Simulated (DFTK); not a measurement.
Runs of DFTK 0.8.2 on As. The structure is trigonal, space group R-3m (No. 166). The conventional cell has a = 3.762 Å, b = 3.762 Å, c = 10.542 Å, α = 90.00°, β = 90.00°, γ = 120.00°. As (site symmetry 3m) has 3 As at 2.51 Å as nearest neighbours. 

```tsv
task	level	potentials or basis	k mesh	cutoff (eV)	valence electrons	SCF solver	mesh quality	gap on the mesh (eV)	pressure (GPa)	V0 of scaled cells (Å³/atom)	B0 (GPa)	largest force (eV/Å)
equation of state	PBEsol	cp2k.nc.sr.pbe.v0_1.semicore.gth (PBE, GTH)	6 × 6 × 6	544	As 5	-	not flagged	-	-	22.03	76	-
band structure	TASK	cp2k.nc.sr.pbe.v0_1.semicore.gth (PBE, GTH)	7 × 7 × 7	707	As 5	ScfAndersonSolver	not flagged	-	5.9	-	-	0.02
band structure	PBEsol	SG15 1.2 (PBE)	8 × 8 × 8	952	As 5	-	not flagged	none	(b)	-	-	0.59
band structure	LDA	cp2k.nc.sr.lda.v0_1.semicore.gth (LDA, GTH)	9 × 9 × 9	544	As 5	-	not flagged	none	(a)	-	-	0.21
band structure	PBE	SG15 1.2 (PBE)	8 × 8 × 8	952	As 5	-	not flagged	none	4.0	-	-	0.48
equation of state	LDA	cp2k.nc.sr.lda.v0_1.largecore.gth (LDA, GTH)	6 × 6 × 6	544	As 5	-	not flagged	-	-	20.99	82	-
band structure	r2SCAN	cp2k.nc.sr.pbe.v0_1.largecore.gth (PBE, GTH)	7 × 7 × 7	707	As 5	ScfAndersonSolver	not flagged	-	2.9	-	-	0.27
band structure	BJ06	cp2k.nc.sr.pbe.v0_1.semicore.gth (PBE, GTH)	7 × 7 × 7	707	As 5	-	not flagged	none	-	-	-	-
equation of state	AM05	SPMS 1.0 (PBE)	5 × 5 × 5	816	As 15	-	coarse	-	-	21.47	(c)	-
```

Alike in all rows: no spin polarisation; cell as given; smearing fermi-dirac 0.05 eV.

Problem. Fill in the values left out.

Solution. (a) -2.4; (b) 2.3; (c) 77.

Caveats: some runs use coarse meshes; GTH potentials come without recommended cutoffs, and this one wasn't checked for convergence (some runs); the potentials were made for another functional, which shifts forces and pressure (some runs); the cell was scaled at fixed shape and fractional positions, which overstates the stiffness of a crystal with free parameters, most of all of layers and chains (some runs); the program warned that the kinetic-energy density falls under its von Weizsäcker bound, which can give unphysical results (some runs); the program leaves the constant c of mgga_x_tb09 at 1, so the potential is Becke-Johnson's (BJ06) and not Tran and Blaha's, with levels but no total energy (some runs).

A k mesh can miss the band edges, and the runs leave out spin-orbit coupling on As.

A gap of «none» marks a metal or a gap under the smearing width.
